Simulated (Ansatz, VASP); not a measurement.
# One calculation of CdS, two programs

```
Cd S
1.0
     0.00000    2.75324    2.75324
     2.75324    0.00000    2.75324
     2.75324    2.75324    0.00000
Cd S
1 1
Direct
  0.00000 0.00000 0.00000
  0.50000 0.50000 0.50000
```

Measurements of this composition are mostly on another form, of space group No. 186.

Alike in both runs: task single point; functional PBE; k mesh 8 × 8 × 8; occupations gaussian, width 0.025 eV; no spin polarisation.

|  | VASP | Ansatz |
| --- | --- | --- |
| version | VASP 6.6.1 | Ansatz 0.2.0 |
| potentials or method | VASP PAW PBE potentials, release 64 (Cd, S) | Ansatz PAW |
| plane-wave cutoff (eV) | 520 | 420 |
| valence electrons in the cell | 18 | 26 |

Ansatz gave:

```
gap on the k mesh at the Fermi level (eV) : 0.26
least direct gap on the mesh (eV)         : 1.55
pressure (GPa)                            : -0.4
```

**Question.** Estimate VASP's values.

**Answer.** gap on the k mesh at the Fermi level (eV): 0.25; least direct gap on the mesh (eV): 1.53; pressure (GPa): -0.1.

The two sets of potentials don't hold the same shells in valence.
